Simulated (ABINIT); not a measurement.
Here is an ABINIT 10.8.3 (patched build) calculation.

run.abi

```
# Datasets: ground state, then fixed potential
ndtset 2

# Pseudopotentials
pp_dirpath "./"
pseudos "W.GGA_PBE-JTH.xml, C.GGA_PBE-JTH.xml"

# Structure
acell 5.4924889812 5.4924889812 5.3603971251
rprim
     1.0000000000     0.0000000000     0.0000000000
    -0.5000000000     0.8660254038     0.0000000000
     0.0000000000     0.0000000000     1.0000000000
ntypat 2
znucl 74 6
natom 2
typat 1 2
xred
     0.0000000000     0.0000000000     0.0000000000
     0.6666666667     0.3333333333     0.5000000000

# Plane-wave basis
ecut 23.0
pawecutdg 45.0
pawxcdev 0

# Exchange and correlation
ixc -106131

# Bands and occupations
occopt 3
tsmear 0.00183747

# SCF cycle
nstep 100

# Output
iomode 3
prtwf 0
prteig 0
prtebands 0
enunit 1
prtden1 1
prtvha1 1
prtvclmb1 1
prtpot1 1

# Dataset 1
kptopt1 1
ngkpt1 10 10 9
nshiftk1 1
shiftk1 0.0 0.0 0.0
nband1 13
tolvrs1 1.0e-9

# Dataset 2: bands along G-M-K-G-A-L-H-A
iscf2 -2
getden2 1
nband2 19
nbdbuf2 4
tolwfr2 1.0e-11
kptopt2 -7
ndivsm2 8
prteig2 1
kptbounds2
     0.0000000000     0.0000000000     0.0000000000
     0.5000000000     0.0000000000     0.0000000000
     0.3333333333     0.3333333333     0.0000000000
     0.0000000000     0.0000000000     0.0000000000
     0.0000000000     0.0000000000     0.5000000000
     0.5000000000     0.0000000000     0.5000000000
     0.3333333333     0.3333333333     0.5000000000
     0.0000000000     0.0000000000     0.5000000000
```

Potentials or basis: JTH PAW PBE v2.0.

The run is started by

```sh
$ abinit run.abi > log 2>&1
```

**Question.** What does it give for the band gap on the k mesh?

**Answer.** None (metal or under the smearing width).

**Question.** Estimate the pressure.

**Answer.** 18.7 GPa.

Levels at the corners of the path, in eV from the Fermi level:
```
point  band 5  band 6  band 7  band 8  band 9  band 10  band 11  band 12  band 13  band 14
    Γ  -14.29   -4.22   -3.32   -3.32    0.09     3.17     3.17     5.54     5.54     6.57
    M  -11.03   -6.86   -3.61   -3.47   -0.46     2.31     4.46     4.78     6.86     9.98
    K  -10.29   -6.44   -4.34   -3.46    0.64     0.92     2.04     3.25     9.07    15.25
    Γ  -14.29   -4.22   -3.32   -3.32    0.09     3.17     3.17     5.54     5.54     6.57
    A  -10.33   -8.47   -2.03   -2.03   -0.58    -0.58     3.56     4.55     4.55    10.16
    L  -11.24   -6.34   -4.29   -4.05    0.40     4.33     5.19     6.66     9.05    10.13
    H  -10.93   -7.07   -5.28   -1.54   -0.61     4.34     6.31     7.46     9.22     9.96
    A  -10.33   -8.47   -2.03   -2.03   -0.58    -0.58     3.56     4.55     4.55    10.16
```

Caveat: the PAW data sets were made with another functional, which shifts forces and pressure a little; spin-orbit coupling is left out, which moves the levels of the heavy elements.
